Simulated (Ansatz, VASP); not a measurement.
**Two plane-wave programs on Nb**

```
Nb
1.0
     0.00000    2.11500    2.11500
     2.11500    0.00000    2.11500
     2.11500    2.11500    0.00000
Nb
1
Direct
  0.00000 0.00000 0.00000
```

This isn't the form of Nb at room conditions, which is bcc.

Alike in both runs: task single point; functional r2SCAN; k mesh 22 × 22 × 22; occupations gaussian, width 0.15 eV; no spin polarisation.

|  | VASP | Ansatz |
| --- | --- | --- |
| version | VASP 6.6.1 | Ansatz 0.2.0 |
| potentials or method | VASP PAW PBE potentials, release 64 (Nb_sv) | scalar-relativistic, plane waves, PAW |
| plane-wave cutoff (eV) | 520 | 500 |
| valence electrons in the cell | 13 | 13 |

Ansatz gave:

| Quantity | Value |
| --- | --- |
| gap on the k mesh at the Fermi level (eV) | none |
| pressure (GPa) | -2.0 |

What did VASP give for the same quantities?

gap on the k mesh at the Fermi level (eV): none; pressure (GPa): -2.1.

A gap of «none» marks a metal or a gap that the smearing closes. With one functional, cell and mesh, what is left measures potentials, basis and numerics.

Caveats: the PAW data sets were made with another functional, which shifts forces and pressure a little (VASP).
